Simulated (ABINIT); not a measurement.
Crystal: ZrB2.

```
Zr B
1.0
     3.17000    0.00000    0.00000
    -1.58500    2.74530    0.00000
     0.00000    0.00000    3.53300
Zr B
1 2
Cartesian
  0.0000 0.0000 0.0000
  1.5850 0.9151 1.7665
  0.0000 1.8302 1.7665
```

Program: ABINIT 10.8.3 (patched build). Alike in all runs: no spin polarisation; cell as given; smearing fermi-dirac 0.05 eV. Hardware: 1 thread of Arm Neoverse V1, with other jobs on the host.

Order these runs on this cell by their wall time, lowest first.
A. task single point; level PBE; potentials or basis JTH PAW PBE v2.0; k mesh 8 × 8 × 6; cutoff (eV) 463; fine-grid cutoff 925.187 eV
B. task band structure; level PBE; potentials or basis SG15 NC PBE v1.2; k mesh 10 × 10 × 8; cutoff (eV) 1034
C. task band structure; level LDA; potentials or basis JTH PAW LDA v2.0; k mesh 10 × 10 × 8; cutoff (eV) 463; fine-grid cutoff 925.187 eV

A (12 s), C (33 s), B (100 s).
